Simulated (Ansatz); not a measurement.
# KBr: energy along a strain

KBr, Fm-3m, a = 6.585 Å (as given, not relaxed at this level: 0.8 GPa). Ansatz: PBE, PAW, 420 eV, Γ-centred 6×6×6 mesh on 2 atoms, Gaussian smearing 0.05 eV; no spin polarisation. Cell vectors (Å): 0.000 3.292 3.292; 3.292 0.000 3.292; 3.292 3.292 0.000. The cell is strained by x per cent times the pattern (0 0 0 0 1 0) in the order xx yy zz yz xz xy (engineering shears), with fractional coordinates held. y is the free energy over the start, V0 = 35.693 Å³/atom. Symmetry makes y even in x. Points with a strain past 8.5 % were computed too (2) and aren't used here.

| x (%) | y (meV/atom) |
| --- | --- |
| -5.00 | 1.50 |
| 0.00 | 0.00 |
| 1.25 | ? |
| 2.50 | 0.37 |
| 3.75 | 0.84 |
| 6.25 | 2.35 |
| 7.50 | 3.39 |

Fit y = c2 x² + c4 x⁴ to the other rows, get the stiffness along the pattern, and predict the missing energy.

Least squares on the rows shown. y = 0.05971 x² + 1.030×10⁻⁵ x⁴. The clamped-ion stiffness p·C·p = 2 × 0.5971 eV × 160.2 / 35.693 Å³ = 5.4 GPa, which is C55 in these axes (C44 of the cubic crystal) (second derivative at the start, which stands under stress). At x = 1.25 the fit asked for gives 0.09 meV/atom. The run gave 0.09 meV/atom, the same to the digits shown.